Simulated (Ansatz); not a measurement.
## Ag (P6_3/mmc) under several functionals

Plane-wave DFT in Ansatz with scalar-relativistic PAW potentials. The same structure was relaxed (cell and atoms, symmetry kept) in separate runs at each level. No spin polarisation.

| level | cutoff (eV) | k mesh | V (Å³/atom) | a (Å) | c (Å) | B0 (GPa) |
| --- | --- | --- | --- | --- | --- | --- |
| LDA | 420 | 18×18×6 | 16.026 | 2.829 | 9.246 | – |
| PBEsol | 420 | 18×18×4 | 16.664 | 2.871 | 9.338 | 119 |
| PBE | 420 | 18×18×4 | 17.858 | 2.937 | 9.564 | 91 |

**Question.** Where does r2SCAN (500 eV, k mesh 18×18×4) fall?

**Answer.** V (Å³/atom) 17.300, a (Å) 2.905, c (Å) 9.467, B0 (GPa) 102. Its volume is between those of PBEsol and PBE. The usual order of volumes, LDA < PBEsol < PBE, holds here (16.026, 16.664, 17.858 Å³/atom). As a rule LDA overbinds; PBEsol, built on the gradient expansion of slowly varying densities, lies between LDA and PBE; PBE's stronger gradient term for exchange weakens bonds. r2SCAN lies 3.1 % under PBE in volume. B0 goes from 118.9 to 90.6 GPa as the volume grows by 7.2 %; on one curve with B' = 5.8 the volume alone, B ∝ V^(−B'), would give 79.5 GPa, and the rest of the difference is the functional's own stiffness.

This form isn't the element's structure at ambient conditions.